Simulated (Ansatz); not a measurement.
The system is LiCl.

```xyz
2
Lattice="0.0000 2.5648 2.5648 2.5648 0.0000 2.5648 2.5648 2.5648 0.0000" Properties=species:S:1:pos:R:3 pbc="T T T"
Cl    2.5648    2.5648    2.5648
Li    0.0000    0.0000    0.0000
```

Base run:

- Program: Ansatz 0.2.0
- Functional: PBEsol
- Potentials or basis: all-electron PAW datasets made for the crystal
- Cutoff: 220 eV
- Density cutoff: 880 eV
- k mesh: 9 × 9 × 9
- Occupations: fixed
- Spin: no spin polarisation

Its results: band gap on the k mesh 6.13 eV, direct; electronic dielectric tensor (diagonal) 3.02.

**Question.** The run is repeated on the same cell with these changes: functional from PBEsol to LDA. What comes out?

**Answer.** Band gap on the k mesh 5.99 eV, direct; electronic dielectric tensor (diagonal) 3.05.

Caveats: the program warned that the printed levels may be off, so bands, gaps and densities of states are rough; an odd mesh through Γ misses points on the zone boundary, where band edges often lie.

Not every run made on this cell is shown here.
